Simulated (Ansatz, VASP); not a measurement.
# AlN: VASP beside Ansatz, part 2 of 2

Wanted: the spread between two codes on one cell, functional and k mesh. The cell is a member of a volume series, scaled by 0.985 from a relaxed one, so a pressure remains.

VASP 6.6.1 and Ansatz 0.2.0.

So far. Step 6 (Ansatz: single point, LDA, volume scaled by 1.015): The run ends at a pressure of -3.61 GPa, with forces up to 0.0074 eV/Å.

**7. VASP: single point, LDA, volume scaled by 1.015**

Level of this step: LDA; plane waves and PAW (Al, N) (VASP).

The same cell, functional (in two slightly different forms), mesh and smearing now go to VASP, with its own data sets and cutoff.

The input asks for a relaxation, which ended at its first step since no free force or stress exceeded the threshold; so it serves as a single point.

Input file INCAR:

```
SYSTEM = AlN
PREC = Accurate
ENCUT = 560
EDIFF = 1E-06
NELM = 100
ISMEAR = 0
SIGMA = 0.03
LREAL = .FALSE.
ALGO = Normal
GGA = CA
NBANDS = 14
LORBIT = 11
LWAVE = .FALSE.
LCHARG = .FALSE.
KPAR = 8
IBRION = 2
NSW = 30
ISIF = 4
EDIFFG = -0.01
```

Input file POSCAR:

```
AlN
1.0
    3.1069943186      0.0000000000      0.0000000000
   -1.5534971593      2.6907360094      0.0000000000
    0.0000000000      0.0000000000      4.9727638805
Al N
2 2
Direct
    0.6666666667      0.3333333333      0.5000138758
    0.3333333333      0.6666666667      0.0000138758
    0.6666666667      0.3333333333      0.8819861242
    0.3333333333      0.6666666667      0.3819861242
```

Input file KPOINTS:

```
Automatic mesh
0
Gamma
9 9 4
0 0 0
```

Potentials, in the order of the species: Al and N (LDA family, release 64).

Command:

```console
> mpirun -np 8 vasp_std
```

Numbers of over 12 decimals in the logs are rounded to 6 here.

Output:

```text
[banner, memory and clock lines left out]
running    8 mpi-ranks, on    1 nodes
[...]
[... a notice as in an earlier step ...]

 LDA part: xc-table for (Slater(with rela. corr.)+CA(PZ))
 , standard interpolation
 POSCAR, INCAR and KPOINTS ok, starting setup
[...]
entering main loop
       N       E                     dE             d eps       ncg     rms          rms(c)
DAV:   1     0.456934281147E+02    0.45693E+02   -0.77791E+03  1008   0.108E+03
DAV:   2    -0.341946333092E+02   -0.79888E+02   -0.73098E+02  1430   0.199E+02
DAV:   3    -0.378801948053E+02   -0.36856E+01   -0.36714E+01  1338   0.448E+01
DAV:   4    -0.379026699473E+02   -0.22475E-01   -0.22472E-01  1158   0.421E+00
[...]
DAV:  10    -0.328357106656E+02   -0.17826E-03   -0.88203E-04  1146   0.200E-01    0.106E-01
DAV:  11    -0.328356554290E+02    0.55237E-04   -0.12298E-04  1272   0.868E-02    0.207E-02
DAV:  12    -0.328356550534E+02    0.37563E-06   -0.26999E-06  1160   0.128E-02
   1 F= -.32835655E+02 E0= -.32835655E+02  d E =-.328357E+02
[...]
reached required accuracy - stopping structural energy minimisation
```

From OUTCAR (step 7):

```text
  Total       -0.8168568     -0.8168568     -0.7613974      0.0000000      0.0000000      0.0000000
  in kB      -31.4808976    -31.4808976    -29.3435471      0.0000000      0.0000000      0.0000000
  external PRESSURE =     -30.7684474 kB  Pullay stress =       0.0000000 kB

 POSITION                                       TOTAL-FORCE (eV/Angst)
 -----------------------------------------------------------------------------------
      1.55350      0.89691      2.48645        -0.000000      0.000000      0.006908
     -0.00000      1.79382      0.00007         0.000000     -0.000000      0.006908
      1.55350      0.89691      4.38591         0.000000     -0.000000     -0.006908
     -0.00000      1.79382      1.89953        -0.000000     -0.000000     -0.006908
 -----------------------------------------------------------------------------------
    total drift:                               -0.000000      0.000000     -0.000246

  FREE ENERGIE OF THE ION-ELECTRON SYSTEM (eV)
  ---------------------------------------------------
  free  energy   TOTEN  =       -32.8356550534 eV

  energy  without entropy=      -32.8356550534  energy(sigma->0) =      -32.83565505

[... 2 parts as in an earlier step ...]

[... 2 further parts left out ...]
[key lines of the parts left out:]
E-fermi :   6.1256
```

**8. Differences**

Compared:

| quantity | Ansatz | VASP | difference |
| --- | --- | --- | --- |
| pressure (GPa) | -3.61 | -3.08 | -0.54 |
| pressure without Ansatz's Pulay correction (GPa) | -4.27 | -3.08 | -1.20 |
| gap on the k mesh (eV) | 4.259 | 4.265 | -0.007 |

A gap on the mesh is an upper bound, since the band edges may lie between its points. Ansatz's pressure holds a Pulay correction of 0.66 GPa; VASP's holds none.

**9. What the set-up changes**

Further runs change the set-up of one program: Ansatz's method, potentials or start, or VASP's data sets, cutoff or form of LDA. The table gives Ansatz less VASP for each quantity, since a change that brings one quantity closer may part another.

```
                              run  r.m.s. force difference (meV/Å)  pressure (GPa)  gap on the k mesh (eV)
                         as above                             0.27           -0.54                 -0.0065
Ansatz's all-electron LAPW method                              0.8           -0.53                 -0.0058
```

**10. VASP: relaxation, LDA**

This run makes the geometry at which the two programs are then compared. The cell compared in this pair holds 39.73 Å³, against 41.57 Å³ for the pair before.

INCAR, as its differences from that of step 7:

```diff
@@ -3,3 +3,3 @@
 ENCUT = 560
-EDIFF = 1E-06
+EDIFF = 1E-07
 NELM = 100
@@ -16,4 +16,4 @@
 IBRION = 2
-NSW = 30
+NSW = 50
 ISIF = 4
-EDIFFG = -0.01
+EDIFFG = -0.002
```

Input file POSCAR:

```
AlN
1.0
    3.0603823583      0.0000000000      0.0000000000
   -1.5301911791      2.6503688676      0.0000000000
    0.0000000000      0.0000000000      4.8981611458
Al N
2 2
Direct
    0.6666666667      0.3333333333      0.5000138758
    0.3333333333      0.6666666667      0.0000138758
    0.6666666667      0.3333333333      0.8819861242
    0.3333333333      0.6666666667      0.3819861242
```

KPOINTS is that of step 7.

Command:

```console
> mpirun -np 8 vasp_std
```

Output:

```text
[... set-up lines as in an earlier step ...]
 entering main loop
       N       E                     dE             d eps       ncg     rms          rms(c)
DAV:   1     0.464191768877E+02    0.46419E+02   -0.80305E+03  1008   0.110E+03
DAV:   2    -0.344560509714E+02   -0.80875E+02   -0.73511E+02  1434   0.201E+02
DAV:   3    -0.380686955572E+02   -0.36126E+01   -0.35987E+01  1344   0.436E+01
DAV:   4    -0.380893967131E+02   -0.20701E-01   -0.20693E-01  1164   0.404E+00
[...]
DAV:  12    -0.328145681876E+02    0.39229E-06   -0.24154E-06  1260   0.127E-02    0.610E-03
DAV:  13    -0.328145679596E+02    0.22800E-06   -0.11536E-06  1296   0.805E-03    0.541E-04
DAV:  14    -0.328145679812E+02   -0.21686E-07   -0.28435E-08   746   0.136E-03
   1 F= -.32814568E+02 E0= -.32814568E+02  d E =-.328146E+02
[...]
2 F= -.32814664E+02 E0= -.32814664E+02  d E =-.960031E-04
[...]
3 F= -.32814676E+02 E0= -.32814676E+02  d E =-.107968E-03
[...]
4 F= -.32814682E+02 E0= -.32814682E+02  d E =-.573777E-05
[...]
5 F= -.32814700E+02 E0= -.32814700E+02  d E =-.240663E-04
[...]
reached required accuracy - stopping structural energy minimisation
```

From OUTCAR (step 10):

```text
  Total        1.6972201      1.6972201      1.6976262      0.0000000      0.0000000      0.0000000
  in kB       68.4437282     68.4437282     68.4601075      0.0000000      0.0000000      0.0000000
  external PRESSURE =      68.4491879 kB  Pullay stress =       0.0000000 kB

 POSITION                                       TOTAL-FORCE (eV/Angst)
 -----------------------------------------------------------------------------------
      1.53137      0.88414      2.44376         0.000000     -0.000000     -0.000291
     -0.00000      1.76827      4.88907        -0.000000      0.000000     -0.000291
      1.53137      0.88414      4.31508        -0.000000      0.000000      0.000291
     -0.00000      1.76827      1.86977         0.000000      0.000000      0.000291
 -----------------------------------------------------------------------------------
    total drift:                               -0.000000     -0.000000      0.001336

  FREE ENERGIE OF THE ION-ELECTRON SYSTEM (eV)
  ---------------------------------------------------
  free  energy   TOTEN  =       -32.8147000152 eV

  energy  without entropy=      -32.8147000152  energy(sigma->0) =      -32.81470002

[... 2 parts as in an earlier step ...]

[... 2 further parts left out ...]
[key lines of the parts left out:]
E-fermi :   6.5767
```

**11. Ansatz: single point, LDA, volume scaled by 0.97**

The same cell, functional (in two slightly different forms), mesh and smearing now go to Ansatz, which takes its cutoff from its data sets.

The structure compared here is the end of the VASP relaxation.

Input file input.yaml:

```yaml
crystal:
  lattice:
    - [3.062741, 0.0, 0.0]
    - [-1.5313705, 2.65241151, 0.0]
    - [0.0, 0.0, 4.89061981]
  atoms:
    - { symbol: Al, position: [0.66666667, 0.33333333, 0.49968295] }
    - { symbol: Al, position: [0.33333333, 0.66666667, 0.99968295] }
    - { symbol: "N", position: [0.66666667, 0.33333333, 0.88231705] }
    - { symbol: "N", position: [0.33333333, 0.66666667, 0.38231705] }
hamiltonian:
  xc: lda
  pseudopotentials: { kind: paw }
kpoints:
  mp_grid: { grid: [9, 9, 4] }
scf:
  occupations: { method: gaussian, width: 0.03 }
  n_extra_bands: 5
output:
  forces: true
  stress: true
  eigenvalues: true
  write_density: true
  write_potential: true
  elf: true
  volumetric_format: npy
```

Command:

```console
> ansatz run input.yaml --threads 2 --pin off --max-ram 4608MiB --backend cpu --events-out ev --progress --plain --runs-dir out
```

Output:

```text
[...]
Crystal: 4 atoms, lattice volume = 39.730 Å³
Basis set: ecut = 420 eV, 773 PW (Γ)
Bands: 13, of which v1, the nominal top of the filled ones, is band 8 counted from 1 (7 counted from 0)
Symmetry: 12 space group operations
[...]
k-points: 36 of 324 (time reversal used)
[...]
k-point 0: bands = [... 4 lower, 6.4910, 7.1621, 7.1621, 7.4228, 12.0727, 14.3655, 18.3072, 18.6921, ... 1 higher]
  k-point 1: bands = [... 4 lower, 6.5843, 6.5843, 7.0585, 7.0585, 12.9915, 14.5083, 17.9547, 18.6570, ... 1 higher]
  k-point 2: bands = [... 4 lower, 6.8166, 6.8166, 6.8166, 6.8166, 14.2505, 14.2505, 17.9792, 17.9792, ... 1 higher]
  k-point 35: bands = [... 4 lower, 3.3170, 3.3170, 6.6048, 6.6048, 14.8695, 14.8695, 15.4101, 15.4101, ... 1 higher]
[key lines of the parts left out:]
SCF converged after 6 iterations
Free energy (F): -1779.693389 eV
Fermi energy:    9.747755 eV
P = ⅓ Tr σ = 6.1036 GPa (61.036 kbar)
```

Run time: 3.5 s. Hardware: 2 threads of Arm Neoverse N1, shared host; peak memory 0.28 GiB.

The run ends at a pressure of 6.10 GPa, with forces up to 7.6e-4 eV/Å.

**12. Comparison**

Compared:

| quantity | Ansatz | VASP | difference |
| --- | --- | --- | --- |
| pressure (GPa) | 6.10 | 6.84 | -0.74 |
| pressure without Ansatz's Pulay correction (GPa) | 5.43 | 6.84 | -1.41 |
| gap on the k mesh (eV) | 4.650 | 4.657 | -0.007 |

A gap on the mesh is an upper bound, since the band edges may lie between its points. Ansatz's pressure holds a Pulay correction of 0.67 GPa; VASP's holds none.

**13. Other set-ups**

Further runs change the set-up of one program: Ansatz's method, potentials or start, or VASP's data sets, cutoff or form of LDA. The table gives Ansatz less VASP for each quantity, since a change that brings one quantity closer may part another.

```csv
run,r.m.s. force difference (meV/Å),pressure (GPa),gap on the k mesh (eV)
as above,0.6,-0.74,-0.0072
Ansatz's all-electron LAPW method,1.4,-0.71,-0.0067
```

**14. Summary of results**

| Property | Result |
| --- | --- |
| difference in gap on the k mesh (single point, LDA, volume scaled by 0.985) | -0.0065 eV |
| difference in pressure (single point, LDA, volume scaled by 0.985) | -0.65 GPa |
| difference in gap on the k mesh (single point, LDA, volume scaled by 1.015) | -0.0065 eV |
| difference in pressure (single point, LDA, volume scaled by 1.015) | -0.54 GPa |
| difference in gap on the k mesh (single point, LDA, volume scaled by 0.97) | -0.0072 eV |
| difference in pressure (single point, LDA, volume scaled by 0.97) | -0.74 GPa |

**Reading.** The difference in pressure is -0.74 GPa (single point, LDA, volume scaled by 0.97), within the 1 GPa picked in this series as the mark of a large difference. Single point, LDA, volume scaled by 0.985, Ansatz's all-electron LAPW method: r.m.s. force difference goes from 0.35 to 1.0 meV/Å. Single point, LDA, volume scaled by 1.015, Ansatz's all-electron LAPW method: r.m.s. force difference goes from 0.27 to 0.8 meV/Å. Single point, LDA, volume scaled by 0.97, Ansatz's all-electron LAPW method: r.m.s. force difference goes from 0.6 to 1.4 meV/Å. 4 further runs of this series are not shown here. How closely two codes agree says nothing of how well the functional describes the real material.

[Lines on the potential files, build, host, timing and source positions are cut from VASP's logs without a mark.]

[Logs are printed without paths, hosts, clocks, repeated set-up lines and the standing remarks that a program may print on its own settings, such as how far it seeks lower states.]

[Hosts, paths, dates, database ids (printed as entryN), source tags and the programs' standing remarks are cut or masked in the printed files.]
